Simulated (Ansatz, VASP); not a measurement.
# One calculation of BN, two programs

```
B N
1.0
     2.54781    0.00000    0.00000
    -1.27391    2.16852    0.00000
     0.00000    0.00000    6.66120
B N
2 2
Direct
  0.33333 0.66667 0.25000
  0.66667 0.33333 0.75000
  0.33333 0.66667 0.75000
  0.66667 0.33333 0.25000
```

Change from the starting cell: strain +0.0175 x Voigt [1, 0, 0, 0, 0, 0], atoms carried along.

Alike in both runs: task single point; functional PBE; dispersion D3(BJ); k mesh 12 × 12 × 4; occupations gaussian, width 0.05 eV; no spin polarisation.

|  | VASP | Ansatz |
| --- | --- | --- |
| version | VASP 6.6.1 | Ansatz 0.2.0 |
| potentials or method | VASP PAW PBE potentials, release 64 (B, N) | scalar-relativistic, plane waves, PAW |
| plane-wave cutoff (eV) | 520 | 420 |
| valence electrons in the cell | 16 | 16 |

Ansatz gave:

* gap on the k mesh at the Fermi level (eV): 4.19
* least direct gap on the mesh (eV): 4.58
* pressure (GPa): -5.3
* largest component of the traceless stress (GPa): 8.75
* rms of the force components (eV/Å): 0.112

Question: What did VASP give for the same quantities?

Answer: gap on the k mesh at the Fermi level (eV): 4.18; least direct gap on the mesh (eV): 4.58; pressure (GPa): -5.2; largest component of the traceless stress (GPa): 8.68; rms of the force components (eV/Å): 0.112.

Atom by atom the forces differ by 0.000 eV/Å (rms over components).

A k mesh can miss the band edges.
